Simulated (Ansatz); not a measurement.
The calculation used DFT PBE, scalar-relativistic, plane waves, PAW in Ansatz. Settings: cutoff 420 eV, Γ-centred meshes spaced at most about 0.3 Å⁻¹, and about 0.25 Å⁻¹ or finer for metals (2π included), Gaussian smearing. No spin polarisation.

Each guess is relaxed in cell and atoms at zero pressure, on a coarse mesh first where it starts far from rest and then on a converged one. The steps can't lower the symmetry of the start, but it can rise. Energies are static (0 K, no zero-point motion).

Two unrelaxed guesses for CsH2:

Guess 1.

```xyz
3
Lattice="-1.7847 1.7847 5.6876 1.7847 -1.7847 5.6876 1.7847 1.7847 -5.6876" Properties=species:S:1:pos:R:3 pbc="T T T"
Cs    0.0000    0.0000    0.0000
H     0.0000    0.0000    7.3123
H     0.0000    0.0000    4.0630
```

Guess 2.

```xyz
6
Lattice="5.1204 0.0000 0.0000 0.0000 5.1204 0.0000 0.0000 0.0000 5.1204" Properties=species:S:1:pos:R:3 pbc="T T T"
Cs    0.0000    0.0000    0.0000
Cs    2.5602    2.5602    2.5602
H     1.2801    1.2801    1.2801
H     1.2801    3.8403    3.8403
H     3.8403    3.8403    1.2801
H     3.8403    1.2801    3.8403
```

Question: Which guess leads to the lower structure, and by how much?

Answer: Guess 1 ends lower, by 0.79 eV/atom. Guess 1: I4/mmm at 24.2 Å³/atom → I4/mmm (CaC2 type) at 42.9 Å³/atom; Guess 2: Pn-3m at 22.4 Å³/atom → Pn-3m (anti-cuprite type) at 46.3 Å³/atom. Counting H atoms around Cs (those within 1.25 times the shortest such distance or 1.15 times the sum of covalent radii; a plus sign parts nearer from farther groups), the end of guess 1 has Cs 8+2 and the end of guess 2 has Cs 4. The end of guess 1 holds H–H pairs as short as in free H₂ molecules (shortest 0.76 Å); in the end of guess 2 the shortest H–H distance is 4.61 Å. End of guess 1. Conventional cell: a = 5.292 Å, c = 9.186 Å. Around Cs lie 8 H at 3.76 Å and 2 H at 4.21 Å; around H lie 1 H at 0.76 Å, 4 Cs at 3.76 Å and 1 Cs at 4.21 Å. End of guess 2. Conventional cell: a = 6.525 Å. Cs has 4 H at 2.83 Å; H is surrounded by 2 Cs at 2.83 Å.

Ends held by symmetry can be saddle points. Neither end is the lowest form computed: that has space group P-1 (No. 2) and lies 51 meV/atom below the better end. Even the lowest of the cells shown lies +0.07 eV/atom against the elements. With hydrogen, zero-point motion can shift such differences by 10 meV/atom or more. Some candidate types were left out of the draw beforehand, so a known form may be missing.
